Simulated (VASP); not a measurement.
**Lattice of SiO2 (Quartz), functional by functional**

Which functional gives which lattice for SiO2 (Quartz)? The starting structure is a measured crystal structure from the Crystallography Open Database. The first relaxation on each setting starts from this cell expanded by 3 % in volume.

Calculated with VASP 6.6.1; Kohn-Sham DFT with plane waves and PAW; LDA, PBE, PBEsol + D3(BJ), r2SCAN, r2SCAN + rVV10, vdW-DF-cx, BLYP and AM05.

## Step 1: The structure

Symmetry: P3_221, No. 154, trigonal system. Conventional cell: a = 4.921 Å, b = 4.921 Å, c = 5.409 Å, α = 90.00°, β = 90.00°, γ = 120.00°. Nearest to Si lie 4 O at 1.61 Å. O has 2 Si at 1.61 Å nearest. Farther neighbours and most contacts between anions are not listed.

## Step 2: Relaxation with LDA

LDA, the lowest rung, knows the local density alone. This run starts from the cell of an earlier relaxation, which isn't shown and hadn't converged.

Input file INCAR:

```
SYSTEM = SiO2
PREC = Accurate
ENCUT = 520
EDIFF = 1E-06
NELM = 100
ISMEAR = 0
SIGMA = 0.03
LREAL = .FALSE.
ALGO = Normal
GGA = CA
NBANDS = 33
LORBIT = 11
LWAVE = .FALSE.
LCHARG = .FALSE.
KPAR = 16
IBRION = 2
NSW = 50
ISIF = 3
EDIFFG = -0.006
```

Input file POSCAR:

```
SiO2
1.0
    4.8686665211      0.0000000000      0.0000000000
   -2.4343332606      4.2163888899      0.0000000000
    0.0000000000      0.0000000000      5.3645486957
Si O
3 6
Direct
    0.5360308067      0.5360308067      0.0000000000
    1.0000000000      0.4639691933      0.3333333333
    0.4639691933      0.0000000000      0.6666666667
    0.1342124958      0.7229523021      0.5550420532
    0.8657875042      0.5887398063      0.1116246134
    0.5887398063      0.8657875042      0.8883753866
    0.7229523021      0.1342124958      0.4449579468
    0.2770476979      0.4112601937      0.2217087199
    0.4112601937      0.2770476979      0.7782912801
```

Input file KPOINTS:

```
Automatic mesh
0
Gamma
6 6 4
0 0 0
```

Potentials, in the order of the species: Si and O (LDA family, release 64).

Started as:

```sh
$ mpirun -np 16 vasp_std
```

The program printed:

```text
[banner, memory and clock lines left out]
running   16 mpi-ranks, on    1 nodes
 distrk:  each k-point on    1 cores,   16 groups
 distr:  one band on    1 cores,    1 groups

 POSCAR found type information on POSCAR SiO
 POSCAR found :  2 types and       9 ions
|                                                                             |
|           W    W    AA    RRRRR   N    N  II  N    N   GGGG   !!!           |
|           W    W   A  A   R    R  NN   N  II  NN   N  G    G  !!!           |
|           W    W  A    A  R    R  N N  N  II  N N  N  G       !!!           |
|           W WW W  AAAAAA  RRRRR   N  N N  II  N  N N  G  GGG   !            |
|           WW  WW  A    A  R   R   N   NN  II  N   NN  G    G                |
|           W    W  A    A  R    R  N    N  II  N    N   GGGG   !!!           |
|                                                                             |
|     For optimal performance we recommend to set                             |
|       NCORE = 2 up to number-of-cores-per-socket                            |
|     NCORE specifies how many cores store one orbital (NPAR=cpu/NCORE).      |
|     This setting can greatly improve the performance of VASP for DFT.       |
|     The default, NCORE=1 might be grossly inefficient on modern             |
|     multi-core architectures or massively parallel machines. Do your        |
|     Unfortunately you need to use the default for GW and RPA                |
|     calculations (for HF NCORE is supported but not extensively tested      |
|     yet).                                                                   |
|                                                                             |

 LDA part: xc-table for (Slater(with rela. corr.)+CA(PZ))
 , standard interpolation
 POSCAR, INCAR and KPOINTS ok, starting setup
 FFT: planning ... GRIDC
 FFT: planning ... GRID_SOFT
 FFT: planning ... GRID
 WAVECAR not read
 entering main loop
       N       E                     dE             d eps       ncg     rms          rms(c)
DAV:   1     0.265158917757E+03    0.26516E+03   -0.25381E+04  1584   0.135E+03
DAV:   2    -0.700910940194E+02   -0.33525E+03   -0.32467E+03  2022   0.306E+02
DAV:   3    -0.875307911744E+02   -0.17440E+02   -0.17375E+02  1984   0.742E+01
DAV:   4    -0.877218559833E+02   -0.19106E+00   -0.19085E+00  1952   0.874E+00
DAV:   5    -0.877247315364E+02   -0.28756E-02   -0.28746E-02  1984   0.106E+00    0.259E+01
DAV:   6    -0.781528945361E+02    0.95718E+01   -0.36571E+01  1831   0.322E+01    0.129E+01
DAV:   7    -0.780048909597E+02    0.14800E+00   -0.97432E-01  1976   0.498E+00    0.453E+00
DAV:   8    -0.779210006036E+02    0.83890E-01   -0.52453E-02  1983   0.165E+00    0.167E+00
DAV:   9    -0.779078902974E+02    0.13110E-01   -0.16606E-02  1984   0.934E-01    0.266E-01
DAV:  10    -0.779082364878E+02   -0.34619E-03   -0.19335E-03  1984   0.249E-01    0.937E-02
DAV:  11    -0.779081670120E+02    0.69476E-04   -0.53512E-04  1976   0.136E-01    0.218E-02
DAV:  12    -0.779081664586E+02    0.55338E-06   -0.13129E-05  1944   0.219E-02    0.642E-03
DAV:  13    -0.779081665170E+02   -0.58348E-07   -0.19386E-06  1432   0.819E-03
   1 F= -.77908167E+02 E0= -.77908167E+02  d E =-.779082E+02
[... from here on, the cycles between the ionic steps are left out ...]
   2 F= -.77908158E+02 E0= -.77908158E+02  d E =0.875286E-05
   3 F= -.77908199E+02 E0= -.77908199E+02  d E =-.329283E-04
   4 F= -.77908199E+02 E0= -.77908199E+02  d E =-.329298E-04
   5 F= -.77908224E+02 E0= -.77908224E+02  d E =-.242866E-04
   6 F= -.77908246E+02 E0= -.77908246E+02  d E =-.468410E-04
   7 F= -.77908252E+02 E0= -.77908252E+02  d E =-.559504E-05
   8 F= -.77908257E+02 E0= -.77908257E+02  d E =-.106620E-04
   9 F= -.77908258E+02 E0= -.77908258E+02  d E =-.116309E-04
  10 F= -.77908258E+02 E0= -.77908258E+02  d E =-.115385E-04
 curvature:  -0.90 expect dE=-0.148E-04 dE for cont linesearch -0.839E-08
 trial: gam= 0.06064 g(F)=  0.112E-04 g(S)=  0.514E-05 ort = 0.197E-05 (trialstep = 0.161E+00)
 search vector abs. value=  0.182E-04
 bond charge predicted
       N       E                     dE             d eps       ncg     rms          rms(c)
DAV:   1    -0.779082604986E+02   -0.26464E-05   -0.10923E-04  1610   0.653E-02    0.337E-03
DAV:   2    -0.779082604813E+02    0.17314E-07   -0.22086E-06  1338   0.896E-03
  11 F= -.77908260E+02 E0= -.77908260E+02  d E =-.265509E-05
 ZBRENT: can't locate minimum, use default step
 trial-energy change:   -0.000003  1 .order   -0.000003   -0.000003   -0.000003
 step:   0.6420(harm=  0.6420)  dis= 0.00016  next Energy=   -77.908269 (dE=-0.109E-04)
 reached required accuracy - stopping structural energy minimisation
```

It took 32 s on 16 MPI ranks of Intel Xeon Platinum 8259CL at 2.50GHz (Skylake/Cascade Lake), shared host; peak memory 4 GiB.

Lines that name or quote the potential files are left out of all logs, and their timing lines are given in words.

OUTCAR, selected parts (step 2):

```text
ion  position               nearest neighbor table
   1  0.536  0.536  0.000-   5 1.61   6 1.61   8 1.61   9 1.61   2 3.04   2 3.04   3 3.04   3 3.04

  LATTYP: Found a hexagonal cell.
 ALAT       =     4.8686665211
 C/A-ratio  =     1.1018517437

 Subroutine GETGRP returns: Found  6 space group operations
 (whereof  2 operations were pure point group operations)

The static configuration has the point symmetry C_2 .
 The point group associated with its full space group is D_3 .

 Found     24 irreducible k-points:

   k-points           NKPTS =     24   k-points in BZ     NKDIM =     24   number of bands    NBANDS=     33

   dimension x,y,z NGX =    36 NGY =   36 NGZ =   40
   dimension x,y,z NGXF=    72 NGYF=   72 NGZF=   80

   ENCUT  =  520.0 eV  38.22 Ry    6.18 a.u.   9.05  9.05  9.97*2*pi/ulx,y,z

   NELECT =      48.0000    total number of electrons

 k-points in reciprocal lattice and weights: Automatic mesh
   0.00000000  0.00000000  0.00000000       0.007
   0.16666667  0.00000000  0.00000000       0.042
   0.33333333  0.00000000  0.00000000       0.042
   0.50000000  0.00000000  0.00000000       0.021
   0.16666667  0.16666667  0.00000000       0.042
   0.33333333  0.16666667  0.00000000       0.083
   0.33333333  0.33333333  0.00000000       0.014
   0.00000000  0.00000000  0.25000000       0.014
   0.16666667  0.00000000  0.25000000       0.042
[...]
0.33333333  0.16666667  0.50000000       0.083
   0.33333333  0.33333333  0.50000000       0.014

 average (electrostatic) potential at core
       1 -87.8901       2 -87.8901       3 -87.8901       4 -73.2942       5 -73.2942
       6 -73.2942       7 -73.2942       8 -73.2942       9 -73.2942

 E-fermi :   1.2204

 k-point     1 :       0.0000    0.0000    0.0000
  band No.  band energies     occupation
    ...
     20       0.0181      2.00000
     21       0.0181      2.00000
     22       0.2073      2.00000
     23       0.7690      2.00000
     24       0.7690      2.00000
     25       6.8703      0.00000
     26      10.0767      0.00000
     27      10.0767      0.00000
     28      10.7446      0.00000
     29      10.7446      0.00000
    ...

 k-point     2 :       0.1667    0.0000    0.0000
  band No.  band energies     occupation
    ...
     20      -0.0445      2.00000
     21       0.0346      2.00000
     22       0.1607      2.00000
     23       0.8075      2.00000
     24       0.8467      2.00000
     25       7.3091      0.00000
     26      10.1213      0.00000
     27      10.1672      0.00000
     28      10.6728      0.00000
     29      10.8463      0.00000
    ...

 k-point     3 :       0.3333    0.0000    0.0000
  band No.  band energies     occupation
    ...
     20      -0.0629      2.00000
     21       0.0237      2.00000
     22       0.2447      2.00000
     23       0.8136      2.00000
     24       0.9652      2.00000
     25       8.3345      0.00000
     26      10.2213      0.00000
     27      10.2366      0.00000
     28      10.7220      0.00000
     29      11.1678      0.00000
    ...

  Total        0.0222543      0.0222543     -0.0133365     -0.0000000      0.0000000     -0.0000000
  in kB        0.3233471      0.3233471     -0.1937743     -0.0000000      0.0000000     -0.0000000
  external PRESSURE =       0.1509733 kB  Pullay stress =       0.0000000 kB

  energy-cutoff  :      520.00
  volume of cell :      110.27
      direct lattice vectors                 reciprocal lattice vectors
     4.868317108  0.000000000  0.000000000     0.205409791  0.118593398 -0.000000000
    -2.434158554  4.216086289 -0.000000000    -0.000000000  0.237186796 -0.000000000
     0.000000000  0.000000000  5.372384566    -0.000000000  0.000000000  0.186137084

 POSITION                                       TOTAL-FORCE (eV/Angst)
 -----------------------------------------------------------------------------------
      1.30420      2.25893      0.00000         0.000797      0.001380      0.000000
     -1.12996      1.95715      1.79079         0.000797     -0.001380      0.000000
      2.25993      0.00000      3.58159        -0.001593     -0.000000      0.000000
     -1.10528      3.04838      2.98095        -0.000309      0.004754     -0.003616
      2.78098      2.48139      0.60064        -0.003962      0.002645      0.003616
      0.75846      3.64909      4.77174         0.004272     -0.002109     -0.003616
      3.19262      0.56700      2.39144         0.004272      0.002109      0.003616
      0.34682      1.73470      1.19015        -0.003962     -0.002645     -0.003616
      1.32888      1.16770      4.18223        -0.000309     -0.004754      0.003616
 -----------------------------------------------------------------------------------
    total drift:                               -0.000016     -0.000028     -0.000000

  FREE ENERGIE OF THE ION-ELECTRON SYSTEM (eV)
  ---------------------------------------------------
  free  energy   TOTEN  =       -77.9082604813 eV

  energy  without entropy=      -77.9082604813  energy(sigma->0) =      -77.90826048

 reached required accuracy - stopping structural energy minimisation

 total charge
# of ion       s       p       d       tot
------------------------------------------
    1        0.656   1.026   0.000   1.682
    2        0.656   1.026   0.000   1.682
    3        0.656   1.026   0.000   1.682
    4        1.541   3.683   0.000   5.224
    5        1.541   3.683   0.000   5.224
    6        1.541   3.683   0.000   5.224
    7        1.541   3.683   0.000   5.224
    8        1.541   3.683   0.000   5.224
    9        1.541   3.683   0.000   5.224
--------------------------------------------------
tot         11.213  25.179   0.000  36.391

[... 3 further parts left out ...]
```

Logs of long relaxations may skip ionic steps without a mark.

The run keeps the 6 symmetry operations of its start, so it cannot find a distortion of lower symmetry.

With LDA the relaxed cell holds 12.252 Å³ an atom, -2.79 % against the measured cell, with a = 4.868 Å and c = 5.372 Å. Pressures at 0.985 and 1.015 times this volume, from two more relaxations that aren't shown, give a bulk modulus of 35.3 GPa.

## Step 3: Relaxation with PBE

PBE, the usual starting point, adds the gradient of the density. This run starts from the cell of an earlier relaxation, which isn't shown; the restart sets up the plane waves anew.

Changes to INCAR since step 2:

```diff
@@ -9,3 +9,3 @@
 ALGO = Normal
-GGA = CA
+GGA = PE
 NBANDS = 33
```

Input file POSCAR:

```
SiO2
1.0
    5.0259342319      0.0000000000      0.0000000000
   -2.5129671160      4.3525867227      0.0000000000
    0.0000000000      0.0000000000      5.5143001196
Si O
3 6
Direct
    0.5231070928      0.5231070928      0.0000000000
    0.0000000000      0.4768929072      0.3333333333
    0.4768929072      0.0000000000      0.6666666667
    0.1600915998      0.7450479404      0.5378445169
    0.8399084002      0.5849563407      0.1288221497
    0.5849563407      0.8399084002      0.8711778503
    0.7450479404      0.1600915998      0.4621554831
    0.2549520596      0.4150436593      0.2045111836
    0.4150436593      0.2549520596      0.7954888164
```

KPOINTS is that of step 2.

PAW data sets: Si and O (PBE family, release 64).

Started as:

```sh
$ mpirun -np 16 vasp_std
```

The program printed:

```text
[banner, memory and clock lines left out]
running   16 mpi-ranks, on    1 nodes
[...]
[... a notice as in an earlier step ...]

 LDA part: xc-table for (Slater+PW92), standard interpolation
 POSCAR, INCAR and KPOINTS ok, starting setup
[...]
entering main loop
       N       E                     dE             d eps       ncg     rms          rms(c)
DAV:   1     0.293130228232E+03    0.29313E+03   -0.24937E+04  1584   0.133E+03
DAV:   2    -0.601673385596E+02   -0.35330E+03   -0.34294E+03  2062   0.311E+02
DAV:   3    -0.803579449586E+02   -0.20191E+02   -0.20106E+02  1992   0.792E+01
DAV:   4    -0.805880727143E+02   -0.23013E+00   -0.22988E+00  1976   0.948E+00
[...]
DAV:  12    -0.711377666895E+02   -0.88676E-05   -0.26367E-05  1951   0.301E-02    0.169E-02
DAV:  13    -0.711377687297E+02   -0.20402E-05   -0.13011E-05  1952   0.198E-02    0.372E-03
DAV:  14    -0.711377693269E+02   -0.59720E-06   -0.48005E-07  1350   0.419E-03
   1 F= -.71137769E+02 E0= -.71137769E+02  d E =-.711378E+02
[...]
reached required accuracy - stopping structural energy minimisation
```

Wall time 13 s (16 MPI ranks); peak memory 4.7 GiB; 3.4 min of CPU time.

Parts of OUTCAR (step 3):

```text
  Total        0.0110479      0.0110479      0.0161546     -0.0000000      0.0000000      0.0000000
  in kB        0.1467357      0.1467357      0.2145620     -0.0000000      0.0000000      0.0000000
  external PRESSURE =       0.1693444 kB  Pullay stress =       0.0000000 kB

 POSITION                                       TOTAL-FORCE (eV/Angst)
 -----------------------------------------------------------------------------------
      1.31455      2.27687      0.00000        -0.002096     -0.003631      0.000000
     -1.19842      2.07572      1.83810        -0.002096      0.003631      0.000000
      2.39683      0.00000      3.67620         0.004192     -0.000000     -0.000000
     -1.06767      3.24289      2.96584        -0.002969      0.000815     -0.002647
      2.75135      2.54607      0.71036         0.000779      0.002979      0.002647
      0.82929      3.65577      4.80394         0.002191      0.002164     -0.002647
      3.34226      0.69681      2.54846         0.002191     -0.002164      0.002647
      0.23838      1.80651      1.12774         0.000779     -0.002979     -0.002647
      1.44530      1.10970      4.38656        -0.002969     -0.000815      0.002647
 -----------------------------------------------------------------------------------
    total drift:                               -0.000001     -0.000001      0.000000

  FREE ENERGIE OF THE ION-ELECTRON SYSTEM (eV)
  ---------------------------------------------------
  free  energy   TOTEN  =       -71.1377693269 eV

  energy  without entropy=      -71.1377693269  energy(sigma->0) =      -71.13776933

[... 2 parts as in an earlier step ...]

[... 2 further parts left out ...]
[key lines of the parts left out:]
E-fermi :   0.8251
```

With PBE the relaxed cell holds 13.403 Å³ an atom, +6.34 % against the measured cell, with a = 5.026 Å and c = 5.514 Å. That is +9.40 % from LDA. Pressures at 0.985 and 1.015 times this volume, from two more relaxations that aren't shown, give a bulk modulus of 35.4 GPa.

[end of part 1 of 3]

[Lines on the potential files, build, host, timing and source positions are cut from VASP's logs without a mark.]

[Logs are printed without paths, hosts, clocks, repeated set-up lines and the standing remarks that a program may print on its own settings, such as how far it seeks lower states.]

[Hosts, paths, dates, database ids (printed as entryN), source tags and the programs' standing remarks are cut or masked in the printed files.]
